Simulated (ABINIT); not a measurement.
Crystal: Ga.

```xyz
2
Lattice="4.4495 0.0000 0.0000 -2.2247 3.8534 0.0000 0.0000 0.0000 2.7652" Properties=species:S:1:pos:R:3 pbc="T T T"
Ga    0.0000    2.5689    1.3826
Ga    2.2248    1.2844    1.3826
```

The cell was built by a generator and needn't be a form met in nature.

Base run:

| Item | Value |
| --- | --- |
| Program | ABINIT 10.8.3 (patched build) |
| Functional | r2SCAN |
| Potentials or basis | JTH PAW PBE v2.0 |
| Cutoff | 544 eV |
| k mesh | 7 × 7 × 10 |
| Occupations | fermi-dirac, width 0.05 eV |
| Spin | no spin polarisation |

Its results: band gap on the k mesh none (metal or under the smearing width); pressure -2.2 GPa.

The run is repeated on the same cell with these changes: functional from r2SCAN to SCAN. What comes out?

Band gap on the k mesh none (metal or under the smearing width); pressure -2.8 GPa.

Caveats: the PAW data sets were made with another functional, which shifts forces and pressure a little.
